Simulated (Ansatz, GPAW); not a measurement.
Given: the input of a run of Ansatz 0.2.0 on HfN. 

Contents of input.yaml:

```yaml
crystal:
  lattice:
    - [0.0, 2.256, 2.256]
    - [2.256, 0.0, 2.256]
    - [2.256, 2.256, 0.0]
  atoms:
    - { symbol: Hf, position: [0.0, 0.0, 0.0] }
    - { symbol: "N", position: [0.5, 0.5, 0.5] }
hamiltonian:
  xc: pbe
  pseudopotentials: { kind: paw }
kpoints:
  mp_grid: { grid: [10, 10, 10] }
scf:
  occupations: { method: gaussian, width: 0.014 }
output:
  forces: true
  stress: true
  eigenvalues: true
```

Potentials or basis: Ansatz PAW.

Command:

```bash
$ ansatz run input.yaml --threads 2 --pin off --max-ram 5632MiB --backend cpu --events-out ev --progress --plain --runs-dir out
```

Problem. What does the same run look like in GPAW 26.7.0 (ASE script)? Potentials or basis there: GPAW PAW data sets (gpaw-data 1.2.1), cutoff 800 eV.

Solution. As run (cutoffs and basis follow the program's own potentials, and thresholds, step limits or extra output files can differ):

File run.py:

```python
from ase import Atoms
from ase.dft.bandgap import bandgap
from ase.io import write
from ase.units import GPa
from gpaw import GPAW, PW

atoms = Atoms(['Hf', 'N'],
              cell=[[0.0, 2.256, 2.256],
                    [2.256, 0.0, 2.256],
                    [2.256, 2.256, 0.0]],
              scaled_positions=[[0.0, 0.0, 0.0],
                                [0.5, 0.5, 0.5]],
              pbc=True)

calc = GPAW(mode=PW(800),
            xc='PBE',
            kpts={'size': (10, 10, 10), 'gamma': True},
            occupations={'name': 'methfessel-paxton', 'order': 0, 'width': 0.014},
            nbands=19,
            convergence={'density': 1e-05, 'energy': 1e-05},
            maxiter=150,
            txt='gpaw.txt')
atoms.calc = calc
energy = atoms.get_potential_energy()
forces = atoms.get_forces()
stress = atoms.get_stress()
calc.write('gs.gpw')
write('result.traj', atoms)
print(f'Energy: {energy:.6f} eV')
print('Forces (eV/A):')
print(forces.round(4))
print('Stress (GPa):', (stress / GPa).round(3))
print('Fermi level:', round(calc.get_fermi_level(), 4), 'eV')
print(f'Gap: {bandgap(calc)[0]:.4f} eV, direct: {bandgap(calc, direct=True)[0]:.4f} eV')
```

Potentials or basis: GPAW PAW data sets (gpaw-data 1.2.1), pw.

Command:

```bash
$ OMP_NUM_THREADS=1 python run.py
```

Both were run:

|  | Ansatz | GPAW |
| --- | --- | --- |
| Pressure | 6.6 GPa | 6.7 GPa |

Ansatz's pressure holds a Pulay term of +0.50 GPa for its cutoff of 420 eV, which the other run lacks.

The potentials hold 31 and 17 valence electrons a cell.

Where Ansatz's input types no cutoff or centring, it takes its own default and a Γ-centred mesh.

Pressure is positive in compression.
